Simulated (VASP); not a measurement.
Here is a VASP 6.6.1 calculation.

Contents of INCAR:

```
SYSTEM = ZnS
PREC     = Accurate       ! precision mode
ENCUT    = 300            ! plane-wave cutoff, eV
EDIFF    = 1E-7           ! SCF threshold, eV
ISMEAR   = 0              ! smearing method
SIGMA    = 0.03           ! smearing width, eV
LREAL    = .FALSE.        ! projectors in reciprocal space
LASPH    = .TRUE.         ! aspherical terms in the spheres
NELM     = 80             ! most SCF steps
ALGO     = Fast           ! electronic algorithm
ISIF     = 2              ! what is computed and relaxed
LWAVE    = .FALSE.        ! write WAVECAR
LCHARG   = .FALSE.        ! write CHGCAR
GGA      = PE             ! functional
IBRION   = 2              ! ionic algorithm
NSW      = 40             ! ionic steps
EDIFFG   = -0.01          ! ionic threshold
```

File KPOINTS:

```
Automatic mesh
0
G
  5 5 5
  0 0 0
```

Contents of POSCAR:

```
ZnS                                     
1.0
   -0.0000000000      2.6853560421      2.6853560421
    2.6853560421     -0.0000000000      2.6853560421
    2.6853560421      2.6853560421     -0.0000000000
  Zn              S             
     1     1
Direct
     0.2500000000000000    0.2500000000000000    0.2500000000000000
     0.0000000000000000    1.0000000000000000    1.0000000000000000
```

Potentials or basis: VASP PAW PBE potentials, release 64 (Zn, S).

Run with:

```bash
$ cat potpaw_PBE.64/Zn/POTCAR potpaw_PBE.64/S/POTCAR > POTCAR
$ mpirun -np 1 vasp_std > vasp.out
```

Task: Predict the band gap on the k mesh.

Result: 2.19 eV, direct.

Final structure:
```xyz
2
Lattice="0.0000 2.6854 2.6854 2.6854 0.0000 2.6854 2.6854 2.6854 0.0000" Properties=species:S:1:pos:R:3 pbc="T T T"
Zn    1.3427    1.3427    1.3427
S     0.0000    0.0000    0.0000
```

Caveat: the relaxation stopped at its first step, so nothing moved.
